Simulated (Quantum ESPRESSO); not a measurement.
# KF (Carobbiite): from Born charge to LO-TO splitting

Aim: work out the LO frequency and the static dielectric constant of KF (Carobbiite) from one linear-response run, then check them.

Program: Quantum ESPRESSO 7.5. Level of theory: DFT LDA, scalar-relativistic, plane waves, PseudoDojo norm-conserving pseudopotentials. Results are calculated unless marked as measured.

**1. Set-up**

Symmetry: Fm-3m, No. 225, cubic system. Conventional cell: a = 5.158 Å, b = 5.158 Å, c = 5.158 Å, α = 90.00°, β = 90.00°, γ = 90.00°. Nearest to K lie 6 F at 2.58 Å. Nearest to F lie 6 K at 2.58 Å. Farther neighbours and most contacts between anions are not listed.

Coordinates:

```xyz
2
Lattice="0.0000 2.5792 2.5792 2.5792 0.0000 2.5792 2.5792 2.5792 0.0000" Properties=species:S:1:pos:R:3 pbc="T T T"
K     0.0000    0.0000    0.0000
F     2.5792    2.5792    2.5792
```

This is the cell after its relaxation at this level of theory, not the database cell from which that began.

**2. What the response run gave**

A linear-response run on the relaxed cell, with the response to an electric field; only its zone-centre results are used. Cutoff 84 Ry, k mesh 6×6×6.

Output:

```text
[banners, grids, parts of the stress and lines that vanish by symmetry left out]
Program PHONON v.7.5
     Reading xml data from directory:

[...]
Exchange-correlation= PW
                           (   1   4   0   0   0   0   0)
[...]
kinetic-energy cut-off    =      84.0000  Ry
     charge density cut-off    =     336.0000  Ry
     convergence threshold     =      1.0E-18
[...]
Exchange-correlation= PW
                           (   1   4   0   0   0   0   0)
[...]
q = (   0.0000000   0.0000000   0.0000000 )
     49 Sym.Ops. (with q -> -q+G )
     G cutoff =  404.3595  (  24045 G-vectors)     FFT grid: ( 45, 45, 45)
     number of k points=    16
[...]
Mode symmetry, O_h (m-3m)  point group:
[...]
Dielectric constant
[...]
End of electric fields calculation
          Dielectric constant in cartesian axis
          (       2.095076500      -0.000000000      -0.000000000 )
          (      -0.000000000       2.095076500       0.000000000 )
          (      -0.000000000       0.000000000       2.095076500 )
          Effective charges (d Force / dE) in cartesian axis without acoustic sum rule applied (asr)
           atom    1  K     Mean Z*:        1.15058
      Ex  (        1.15058       -0.00000       -0.00000 )
      Ey  (       -0.00000        1.15058       -0.00000 )
      Ez  (       -0.00000       -0.00000        1.15058 )
           atom    2  F     Mean Z*:       -1.15057
      Ex  (       -1.15057       -0.00000       -0.00000 )
      Ey  (       -0.00000       -1.15057       -0.00000 )
      Ez  (       -0.00000       -0.00000       -1.15057 )
          Effective charges Sum: Mean:        0.00001
[...]
Effective charges (d Force / dE) in cartesian axis with asr applied:
           atom    1  K     Mean Z*:        1.15058
[...]
atom    2  F     Mean Z*:       -1.15058
[...]
Representation #   1 modes #   1   2   3
[...]
End of self-consistent calculation
     Convergence has been achieved
     Representation #   2 modes #   4   5   6
[...]
End of self-consistent calculation
     Convergence has been achieved
[...]
Dielectric constant in cartesian axis
          (       2.095076500      -0.000000000      -0.000000000 )
          (      -0.000000000       2.095076500       0.000000000 )
          (      -0.000000000       0.000000000       2.095076500 )
          Effective charges (d Force / dE) in cartesian axis without acoustic sum rule applied (asr)
           atom    1  K     Mean Z*:        1.15058
      Ex  (        1.15058       -0.00000       -0.00000 )
      Ey  (       -0.00000        1.15058       -0.00000 )
      Ez  (       -0.00000       -0.00000        1.15058 )
           atom    2  F     Mean Z*:       -1.15057
      Ex  (       -1.15057       -0.00000       -0.00000 )
      Ey  (       -0.00000       -1.15057       -0.00000 )
      Ez  (       -0.00000       -0.00000       -1.15057 )
          Effective charges Sum: Mean:        0.00001
[...]
Effective charges (d Force / dE) in cartesian axis with asr applied:
           atom    1  K     Mean Z*:        1.15058
[...]
atom    2  F     Mean Z*:       -1.15058
[...]
q = (    0.000000000   0.000000000   0.000000000 )
[...]
freq (    1) =      -0.104523 [THz] =      -3.486508 [cm-1]
     freq (    2) =      -0.104523 [THz] =      -3.486508 [cm-1]
     freq (    3) =      -0.104523 [THz] =      -3.486508 [cm-1]
     freq (    4) =       6.323946 [THz] =     210.944146 [cm-1]
     freq (    5) =       6.323946 [THz] =     210.944146 [cm-1]
     freq (    6) =       6.323946 [THz] =     210.944146 [cm-1]
[...]
Mode symmetry, O_h (m-3m)  point group:
     freq (   1-   3) =         -3.5  [cm-1]   --> T_1u G_15  G_4- I
     freq (   4-   6) =        210.9  [cm-1]   --> T_1u G_15  G_4- I

   JOB DONE.
```

```tsv
quantity	value
cell volume Ω (Å³)	34.314
mass of K (u)	39.098
mass of F (u)	18.998
Born charge of K, raw (e)	1.151
Born charge of F, raw (e)	-1.151
ε∞	2.095
ω(TO) after the sum rule (cm⁻¹)	211.0
```

**3. The calculation**

The charges must sum to zero over the cell; taking off their mean, 0.000 e, leaves Z* = 1.151 e on K. In the polar mode K moves against F, so the reduced mass is μ = 39.10 × 19.00 / 58.10 = 12.786 u.

A longitudinal wave builds up a field that adds to the restoring force: ω(LO)² = ω(TO)² + 4π Z*² / (μ Ω ε∞), in Hartree atomic units. With μ = 23307 electron masses and Ω = 231.56 bohr³ the second term is 1.4713e-06 Ha², or 70872 cm⁻² (1 Ha = 219474.6 cm⁻¹).

So ω(LO) = √(44508 + 70872) = 339.7 cm⁻¹, and by the Lyddane-Sachs-Teller relation ε₀ = ε∞ (ω(LO)/ω(TO))² = 5.43.

**4. Check against the program**

The analysis program adds the same non-analytic term to the full matrix, here for q along (1 0 0).

Output:

```text
[banner, memory and clock lines left out]
Program DYNMAT v.7.5

     Reading Dynamical Matrix from file g.dyn
     ...Force constants read
     ...epsilon and Z* read

     Polarizability (A^3 units)
     multiply by 0.732587 for Clausius-Mossotti correction
         2.990234   -0.000000   -0.000000
        -0.000000    2.990234    0.000000
        -0.000000    0.000000    2.990234

     IR activities are in (D/A)^2/amu units

# mode   [cm-1]    [THz]      IR
    1     -0.00   -0.0000    0.0000
    2     -0.00   -0.0000    0.0000
    3      0.00    0.0000    0.0000
    4    210.97    6.3248    2.3888
    5    210.97    6.3248    2.3888
    6    339.68   10.1832    2.3888
```

ε₀ comes from the program's run without a direction of q.

```tsv
quantity	by hand	program
ω(LO) (cm⁻¹)	339.7	339.7
ε₀	5.43	5.43
```

**5. Outcome**

```yaml
to_mode: 211.0 cm⁻¹
lo_mode: 339.7 cm⁻¹
static_dielectric_constant: 5.431
```

The LO mode of KF (Carobbiite) lies at 340 cm⁻¹, 129 cm⁻¹ above the TO mode; the formula meets the program within 0.1 cm⁻¹, as it must for a cubic crystal with one polar mode. ω(LO)² − ω(TO)² goes with Z*²/ε∞: an error of 5 % in ε∞ would move the LO mode by 5.0 cm⁻¹, and semilocal functionals tend to overestimate ε∞. These are harmonic values at zero temperature, at the volume of this functional, for the structure held cubic; stability elsewhere in the zone is no part of this calculation.

[Host names and launcher messages were left out of these logs when they were recorded.]

[Logs are printed without paths, hosts, clocks, repeated set-up lines and the standing remarks that a program may print on its own settings, such as how far it seeks lower states.]

[Hosts, paths, dates, database ids (printed as entryN), source tags and the programs' standing remarks are cut or masked in the printed files.]
